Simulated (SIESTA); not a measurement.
The system is AlCu.

```xyz
2
Lattice="2.9975 0.0000 0.0000 0.0000 2.9975 0.0000 0.0000 0.0000 2.9975" Properties=species:S:1:pos:R:3 pbc="T T T"
Cu    1.4988    1.4988    1.4988
Al    0.0000    0.0000    0.0000
```

The cell comes from a database or a generator and needn't be the stable form of this composition.

* Program: SIESTA 5.4.2
* Task: single point
* Functional: PBEsol
* Potentials or basis: PseudoDojo 0.4 standard (PBEsol files)
* Basis: DZP (energy shift 0.003 Ry; two zetas on semicore shells)
* Grid cutoff: 800 Ry
* Energy shift: 0.003 Ry
* k mesh: 9 × 9 × 9
* Occupations: fermi-dirac, width 0.05 eV
* Spin: no spin polarisation

On this cell: pressure -5.6 GPa; largest force zero by symmetry; band gap on the k mesh none (metal or under the smearing width).

The same run follows on a disturbed copy (atoms moved at random, drawn with an rms of 0.05 Å):

```
CELL_PARAMETERS angstrom
2.99751 0.00000 0.00000
0.00000 2.99751 0.00000
0.00000 0.00000 2.99751
ATOMIC_POSITIONS crystal
Cu 0.50650 0.49273 0.49086
Al 0.00522 0.98832 0.99438
```

**Question.** What does the disturbed cell give?

**Answer.** The energy (extrapolated to zero smearing) moves by +0.3 meV/atom; pressure -5.5 GPa; largest force 0.070 eV/Å; band gap on the k mesh none (metal or under the smearing width).

Forces in eV/Å, atoms in the order of the input:
```
Cu  -0.016 -0.054  0.043
Al   0.016  0.053 -0.043
```

Caveats: short orbitals over semicore shells can move pressures by several GPa; the basis of atomic orbitals isn't converged, which shifts pressures, moduli and gaps.
